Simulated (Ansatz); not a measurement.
# Cu: a prediction, then the measurements

Method: DFT PBE, scalar-relativistic, plane waves, PAW (Ansatz 0.2.0).

Cutoff 420 eV; k points 26×26×26 on the computed 1-atom cell (Γ-centred); Gaussian smearing, width 0.10 eV; no spin polarisation.

Relaxed structure:

```xyz
1
Lattice="0.0000 1.8148 1.8148 1.8148 0.0000 1.8148 1.8148 1.8148 0.0000" Properties=species:S:1:pos:R:3 pbc="T T T"
Cu    0.0000    0.0000    0.0000
```

```json
{
  "Space group": "Fm-3m (No. 225)",
  "Volume per atom": "11.95 Å³",
  "Energy over the standard state (uncorrected)": "0.000 eV/atom",
  "Kohn–Sham band gap": "none (metal)",
  "Density of states at the Fermi level": "0.3 states/eV per cell",
  "Orbital (Löwdin) character within 0.5 eV of the Fermi level": "Cu 4s 42 %, Cu 3d 36 %, unprojected 23 %",
  "Bulk modulus": "141 GPa",
  "Its pressure derivative": "5.0",
  "Bader charge by site (e)": "Cu (1 in the cell) 0.00"
}
```

**Against measurements.**

A measured lattice constant a of Cu is 3.615 Å (300 K; a printed reference work (data compilation)); the calculated 3.630 Å exceeds it by 0.4 %. The calculation is for 0 K without zero-point motion.

The cell was reached from a generator's guess, though it ends in a space group that the Crystallography Open Database lists for this formula. Löwdin shares on free-atom orbitals overweight diffuse shells.
